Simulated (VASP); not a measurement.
# A VASP 6.6.1 single-point calculation on MgTe

INCAR

```
NBANDS = 16
LWAVE = .FALSE.
ISIF = 2
NELM = 63
ISMEAR = -1
SIGMA = 0.02
ENCUT = 520
NSW = 0
LREAL = .FALSE.
IBRION = -1
LASPH = .TRUE.
GGA = PE
IVDW = 11
EDIFF = 1E-7
PREC = Accurate
LCHARG = .FALSE.
```

KPOINTS

```
KPOINTS created by Atomic Simulation Environment
0
Gamma
6 6 4
0 0 0
```

POSCAR

```
Mg Te
 1.0000000000000000
     4.5776356442216786    0.0000000000000000   -0.0000000000000000
    -2.2888178221108393    3.9643487571651188    0.0000000000000000
    -0.0000000000000000   -0.0000000000000000    7.4550892654692760
 Mg  Te
   2   2
Cartesian
  0.0000000000000001  2.6428991714434114 -0.0045330795403065
  2.2888178221108388  1.3214495857217057  3.7230115531943304
  0.0000000000000001  2.6428991714434114  2.8001915540912847
  2.2888178221108388  1.3214495857217057  6.5277361868259227
```

The recommended PBE PAW datasets give the neutral cell 16 valence electrons.

Command

```
mpirun -np 1 vasp_std
```

Problem. Predict the outcome of this run.

Solution. It converged. Results: gap between bands v and c on the k mesh 2.45 eV; least direct gap on the k mesh 2.45 eV; pressure -0.7 GPa. Band v is the last that the valence electrons fill when counted band by band, and c is the next.

OSZICAR

```
N       E                     dE             d eps       ncg     rms          rms(c)
DAV:   1     0.557629480529E+02    0.55763E+02   -0.52406E+03   672   0.762E+02
DAV:   2    -0.853077644339E+01   -0.64294E+02   -0.58920E+02   984   0.112E+02
DAV:   3    -0.131046722972E+02   -0.45739E+01   -0.45561E+01   920   0.323E+01
DAV:   4    -0.131886204338E+02   -0.83948E-01   -0.83944E-01   880   0.531E+00
DAV:   5    -0.131899943404E+02   -0.13739E-02   -0.13739E-02   936   0.649E-01    0.402E+00
DAV:   6    -0.128461077821E+02    0.34389E+00   -0.39824E-01   712   0.261E+00    0.268E+00
DAV:   7    -0.127991658802E+02    0.46942E-01   -0.30710E-01   824   0.229E+00    0.126E+00
DAV:   8    -0.128049343368E+02   -0.57685E-02   -0.18515E-02   736   0.682E-01    0.253E-01
DAV:   9    -0.128047382501E+02    0.19609E-03   -0.62601E-04   816   0.152E-01    0.117E-01
DAV:  10    -0.128051366837E+02   -0.39843E-03   -0.69079E-04   736   0.124E-01    0.500E-02
DAV:  11    -0.128051114356E+02    0.25248E-04   -0.54607E-05   888   0.311E-02    0.869E-03
DAV:  12    -0.128051166677E+02   -0.52320E-05   -0.10650E-05   736   0.159E-02    0.991E-03
DAV:  13    -0.128051170335E+02   -0.36579E-06   -0.12815E-06   848   0.546E-03    0.186E-03
DAV:  14    -0.128051170725E+02   -0.39033E-07   -0.46162E-08   664   0.112E-03
   1 F= -.13691327E+02 E0= -.13691327E+02  d E =-.196701E-10
```

For comparison, a separate PBE run of the intended cell, on usual settings and not on those above, gives a gap of 2.45 eV on its mesh and a pressure of 0.7 GPa.
